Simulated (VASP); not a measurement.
# Sr (Im-3m) in VASP: further runs

One crystal, Sr, is run at these levels: rev-vdW-DF2, PW91+D4, LDA, vdW-DF; tasks: density of states, band structure, phonons.

Everything below comes from runs of VASP 6.6.1. Logs are shortened: lines on timing, memory, paths and dates and some standing lists are left out, and cuts for length are marked.

## Step 1: The structure

The structure is cubic, space group Im-3m (No. 229). Conventional cell: a = 4.870 Å, b = 4.870 Å, c = 4.870 Å, α = 90.00°, β = 90.00°, γ = 90.00°. Around Sr (site symmetry m-3m) lie 8 Sr at 4.22 Å.

This isn't the form of Sr at room conditions, which is fcc.

## Step 2: Density of states, rev-vdW-DF2 (volume scaled by 0.92)

Input file run.py:

```python
from ase import Atoms
from ase.calculators.vasp import Vasp
from ase.dft.dos import DOS

atoms = Atoms(
    ['Sr'],
    cell=[[-2.3682537918, 2.3682537918, 2.3682537918], [2.3682537918, -2.3682537918, 2.3682537918], [2.3682537918, 2.3682537918, -2.3682537918]],
    scaled_positions=[[0.0, 0.0, 0.0]],
    pbc=True,
)
calc = Vasp(
    directory='calc',
    xc='rev-vdw-df2',
    pp='PBE',
    setups='minimal',
    prec='Accurate',
    encut=500,
    ediff=1e-06,
    ismear=1,
    sigma=0.1,
    lreal=False,
    lasph=True,
    nelm=80,
    algo='Normal',
    isif=2,
    lwave=False,
    lcharg=False,
    lorbit=10,
    kpts=[8, 8, 8],
    gamma=True,
    nbands=11,
)
atoms.calc = calc

print('energy (eV):', atoms.get_potential_energy())
print('free energy (eV):', atoms.get_potential_energy(force_consistent=True))
print('forces (eV/A):')
print(atoms.get_forces())
print('stress (eV/A^3, Voigt):', atoms.get_stress())
print('Fermi level (eV):', calc.get_fermi_level())
dos = DOS(calc, width=0.05, window=(-10, 10), npts=201)
print('E - E_F (eV), DOS (1/eV)')
for e, g in zip(dos.get_energies(), dos.get_dos()):
    print(f'{e:8.3f} {g:10.4f}')
```

Potentials or basis: VASP PAW PBE potentials, release 64 (Sr_sv).

Run with:

```
$ python run.py
```

What it wrote:

```text
<dir> UserWarning: vdW has been enabled, however no location for the vdw_kernel.bindat file has been specified. Set ASE_VASP_VDW environment variable to copy the vdW kernel.
  warnings.warn(
energy (eV): 0.39663406
free energy (eV): 0.39704971
forces (eV/A):
[[-0.  0.  0.]]
stress (eV/A^3, Voigt): [ 0.00223294  0.00223294  0.00223294 -0.         -0.         -0.        ]
Fermi level (eV): 1.56947572
E - E_F (eV), DOS (1/eV)
 -10.000     0.0000
  -9.900     0.0000
  -9.800     0.0000
  -9.700     0.0000
  -9.600     0.0000
  -9.500     0.0000
  -9.400     0.0000
  -9.300     0.0000
  -9.200     0.0000
  -9.100     0.0000
  -9.000     0.0000
  -8.900     0.0000
  -8.800     0.0000
  -8.700     0.0000
  -8.600     0.0000
  -8.500     0.0000
  -8.400     0.0000
  -8.300     0.0000
  -8.200     0.0000
  -8.100     0.0000
  -8.000     0.0000
  -7.900     0.0000
  -7.800     0.0000
  -7.700     0.0000
  -7.600     0.0000
  -7.500     0.0000
  -7.400     0.0000
  -7.300     0.0000
  -7.200     0.0000
  -7.100     0.0000
  -7.000     0.0000
  -6.900     0.0000
  -6.800     0.0000
  -6.700     0.0000
  -6.600     0.0000
  -6.500     0.0000
  -6.400     0.0000
  -6.300     0.0000
  -6.200     0.0000
  -6.100     0.0000
  -6.000     0.0000
  -5.900     0.0000
  -5.800     0.0000
  -5.700     0.0000
  -5.600     0.0000
  -5.500     0.0000
  -5.400     0.0000
  -5.300     0.0000
  -5.200     0.0000
  -5.100     0.0000
  -5.000     0.0000
  -4.900     0.0000
  -4.800     0.0000
  -4.700     0.0000
  -4.600     0.0000
  -4.500     0.0000
  -4.400     0.0000
  -4.300     0.0000
  -4.200     0.0000
  -4.100     0.0000
  -4.000     0.0000
  -3.900     0.0000
  -3.800     0.0000
  -3.700     0.0078
  -3.600     0.0276
  -3.500     0.0003
  -3.400     0.2858
  -3.300     0.1207
  -3.200     0.0032
  -3.100     0.2617
  -3.000     0.0073
  -2.900     0.2921
  -2.800     0.5001
  -2.700     0.0152
  -2.600     0.5224
  -2.500     0.0065
  -2.400     0.5592
  -2.300     0.2497
  -2.200     0.0513
  -2.100     0.2426
  -2.000     0.3098
  -1.900     1.4521
  -1.800     0.0054
  -1.700     0.2691
  -1.600     0.5682
  -1.500     1.0498
  -1.400     0.6946
  -1.300     0.1759
  -1.200     0.1175
  -1.100     0.8121
  -1.000     2.1531
  -0.900     0.6877
  -0.800     0.9472
  -0.700     0.5269
  -0.600     0.7080
  -0.500     0.9106
  -0.400     0.4404
  -0.300     0.2424
  -0.200     1.9134
  -0.100     1.6678
   0.000     0.5648
   0.100     0.5179
   0.200     1.6554
   0.300     2.2373
   0.400     3.1069
   0.500     1.8413
   0.600     3.0494
   0.700     2.2998
   0.800     1.1503
   0.900     0.8047
   1.000     2.2632
   1.100     1.5139
   1.200     2.3071
   1.300     1.7364
   1.400     1.9772
   1.500     2.2334
   1.600     1.4244
   1.700     2.2614
   1.800     1.2700
   1.900     1.2649
   2.000     0.2520
   2.100     0.6470
   2.200     2.5193
   2.300     0.8024
   2.400     0.5941
   2.500     0.0331
   2.600     0.0345
   2.700     2.3966
   2.800     1.2194
   2.900     2.4977
   3.000     0.7115
   3.100     1.4397
   3.200     0.8704
   3.300     1.0442
   3.400     1.9283
   3.500     3.4872
   3.600     2.9644
   3.700     2.6044
   3.800     1.8940
   3.900     2.6402
   4.000     4.4762
   4.100     3.0316
   4.200     7.3839
   4.300     3.9028
   4.400     2.0802
   4.500     0.3639
   4.600     1.1310
   4.700     1.3283
   4.800     0.8595
   4.900     0.5702
   5.000     0.7272
   5.100     0.1837
   5.200     0.6419
   5.300     3.8263
   5.400     1.0557
   5.500     0.5691
   5.600     0.6992
   5.700     0.4640
   5.800     1.3169
   5.900     3.9506
   6.000     1.2428
   6.100     1.4409
   6.200     0.3654
   6.300     0.7049
   6.400     0.2241
   6.500     0.1726
   6.600     0.9946
   6.700     0.2776
   6.800     1.2110
   6.900     1.7274
   7.000     0.9122
   7.100     0.0003
   7.200     0.0093
   7.300     0.2569
   7.400     0.3939
   7.500     0.7280
   7.600     0.0141
   7.700     0.0000
   7.800     0.0000
   7.900     0.0000
   8.000     0.0166
   8.100     0.5187
   8.200     0.0065
   8.300     0.0439
   8.400     0.0314
   8.500     1.3785
   8.600     0.1038
   8.700     0.0000
   8.800     0.0000
   8.900     0.0000
   9.000     0.0518
   9.100     0.1567
   9.200     0.0002
   9.300     0.0000
   9.400     0.0000
   9.500     0.0000
   9.600     0.0000
   9.700     0.0000
   9.800     0.0000
   9.900     0.0000
  10.000     0.0000
```

Wall time 48 s (1 thread of AMD EPYC 7R43 (Zen 3), shared host); peak memory 0.32 GiB.

What came out:

* Free energy: 0.3970 eV
* Pressure: -0.4 GPa
* Band gap on the k mesh: none (metal or under the smearing width)
* Valence electrons inside the program's atomic spheres: Sr 7.89

States per cell in windows of 0.5 eV (zero at the Fermi level; states under -8 eV left out):
```
from (eV)  total  Sr1_d  Sr1_p  Sr1_s
     -8.0   0.00   0.00   0.00   0.00
     -7.5   0.00   0.00   0.00   0.00
     -7.0   0.00   0.00   0.00   0.00
     -6.5   0.00   0.00   0.00   0.00
     -6.0   0.00   0.00   0.00   0.00
     -5.5   0.00   0.00   0.00   0.00
     -5.0   0.00   0.00   0.00   0.00
     -4.5   0.00   0.00   0.00   0.00
     -4.0   0.00   0.00   0.00   0.00
     -3.5   0.07   0.00   0.00   0.01
     -3.0   0.14   0.00   0.00   0.01
     -2.5   0.13   0.00   0.00   0.01
     -2.0   0.30   0.01   0.01   0.02
     -1.5   0.29   0.01   0.01   0.02
     -1.0   0.54   0.05   0.02   0.03
     -0.5   0.53   0.08   0.02   0.01
      0.0   0.86   0.12   0.06   0.00
      0.5   0.91   0.20   0.03   0.00
      1.0   1.05   0.33   0.02   0.00
      1.5   0.78   0.27   0.01   0.00
      2.0   0.49   0.17   0.01   0.00
      2.5   0.67   0.25   0.01   0.01
      3.0   0.72   0.31   0.01   0.00
      3.5   1.51   0.65   0.03   0.04
      4.0   1.85   1.01   0.02   0.01
      4.5   0.45   0.17   0.02   0.03
      5.0   0.67   0.37   0.02   0.01
      5.5   0.80   0.40   0.01   0.07
      6.0   0.32   0.19   0.01   0.01
      6.5   0.52   0.16   0.03   0.05
      7.0   0.04   0.01   0.00   0.00
      7.5   0.14   0.01   0.01   0.01
```

Caveat: the PAW data sets were made with another functional, which shifts forces and pressure a little.

## Step 3: Band structure, PW91+D4

Input file run.py:

```python
from ase.calculators.vasp import Vasp
from ase.dft.bandgap import bandgap
from ase.io import read

atoms = read('Sr.xyz')
calc = Vasp(
    directory='calc',
    pp='PBE',
    setups='recommended',
    prec='Accurate',
    encut=520,
    ediff=1e-06,
    ismear=1,
    sigma=0.1,
    lreal=False,
    lasph=True,
    nelm=60,
    algo='Normal',
    isif=2,
    lwave=False,
    lcharg=True,
    gga='91',
    ivdw=13,
    vdw_s6=1.0,
    vdw_s8=0.77283111,
    vdw_a1=0.39581542,
    vdw_a2=4.93405761,
    kpts=[8, 8, 8],
    gamma=True,
    nbands=11,
)
atoms.calc = calc

print('energy (eV):', atoms.get_potential_energy())
print('free energy (eV):', atoms.get_potential_energy(force_consistent=True))
efermi = calc.get_fermi_level()
print('Fermi level (eV):', efermi)
path = atoms.cell.bandpath(npoints=40, eps=1e-4)
print('path:', path.path)
calc.set(kpts=path.kpts, reciprocal=True, icharg=11, isym=0, lcharg=False)
calc.calculate(atoms)
print('gap on the path (eV):', bandgap(calc, efermi=efermi)[0])
print('direct gap on the path (eV):', bandgap(calc, efermi=efermi, direct=True)[0])
```

Input file Sr.xyz:

```xyz
1
Lattice="-2.4350000000 2.4350000000 2.4350000000 2.4350000000 -2.4350000000 2.4350000000 2.4350000000 2.4350000000 -2.4350000000" Properties=species:S:1:pos:R:3 pbc="T T T"
Sr     0.0000000000      0.0000000000      0.0000000000
```

Potentials or basis: VASP PAW PBE potentials, release 64 (Sr_sv).

Run with:

```
$ python run.py
```

Wall time 28 s (1 thread of Intel Xeon Platinum 8375C at 2.90GHz (Ice Lake), shared host); peak memory 0.17 GiB.

It converged, with:

```yaml
Band_gap_along_the_path: none (metal or under the smearing width)
Dispersion_energy_per_atom: -0.106 eV
```

Levels at the corners of the path, in eV from the Fermi level:
```tsv
point	band 1	band 2	band 3	band 4	band 5	band 6	band 7	band 8	band 9	band 10
Γ	-36.67	-18.63	-18.63	-18.63	-3.57	2.27	2.27	2.27	3.53	3.53
H	-36.65	-18.75	-18.75	-18.75	-0.10	-0.10	3.43	3.43	3.43	4.74
N	-36.66	-18.79	-18.68	-18.63	-0.99	0.17	1.18	3.33	3.98	5.11
Γ	-36.67	-18.63	-18.63	-18.63	-3.57	2.27	2.27	2.27	3.53	3.53
P	-36.66	-18.71	-18.71	-18.71	0.32	0.32	0.32	2.70	4.05	4.05
H	-36.65	-18.75	-18.75	-18.75	-0.10	-0.10	3.43	3.43	3.43	4.74
P	-36.66	-18.71	-18.71	-18.71	0.32	0.32	0.32	2.70	4.05	4.05
N	-36.66	-18.79	-18.68	-18.63	-0.99	0.17	1.18	3.33	3.98	5.11
```

Caveat: the log is that of the step along the path at fixed density, whose energy, stress, charges and moments have no meaning; the PAW data sets were made with another functional, which shifts forces and pressure a little; pairwise dispersion overbinds metals, which lowers pressure and volume.

(Part 1 of 2 ends here.)
